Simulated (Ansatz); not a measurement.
**Settings and field gradients in ZnS**

Cell: a COD entry, taken as it stands.

```cif
data_structure
_symmetry_space_group_name_H-M 'P 1'
_symmetry_Int_Tables_number 1
_cell_length_a 3.8227
_cell_length_b 3.8227
_cell_length_c 6.2607
_cell_angle_alpha 90.000
_cell_angle_beta 90.000
_cell_angle_gamma 120.000
_cell_volume 79.23
loop_
_atom_site_label
_atom_site_type_symbol
_atom_site_fract_x
_atom_site_fract_y
_atom_site_fract_z
_atom_site_occupancy
Zn1 Zn 0.33333 0.66667 0.00000 1
Zn2 Zn 0.66667 0.33333 0.50000 1
S3 S 0.33333 0.66667 0.37480 1
S4 S 0.66667 0.33333 0.87480 1
```

Atom numbers follow the list; atoms alike are taken as one site, whose name carries the number of the first.

Reference run. The numbers come from a DFT calculation in Ansatz (PBE, plane waves and PAW, scalar-relativistic, 420 eV cutoff, Γ-centred 13×13×7 k-points, Fermi–Dirac smearing 0.02 eV).

It gives V_zz (10²¹ V/m²) S 0.22 (η 0.00), among others. Each of these runs changes the input as listed (caps on SCF iterations aside):

A. scf.n_extra_bands: not typed → 16; basis.ecutwfc: not typed → 200 eV
B. scf.initial_density.chi_scale: not typed → 0.0

Question: Which of these changes matter for the gradients?

Answer: 

```tsv
run	S V_zz (η)	largest change of a gradient tensor, all atoms	note
A	0.16 (0.00)	0.15	converged; cutoff below the recommended one
B	0.22 (0.00)	0.00	converged
```

Run A moves them most, on Zn (V_zz from 0.051 to -0.10).

Run A changes scf.n_extra_bands, basis.ecutwfc together, so the table can't tell their shares apart.
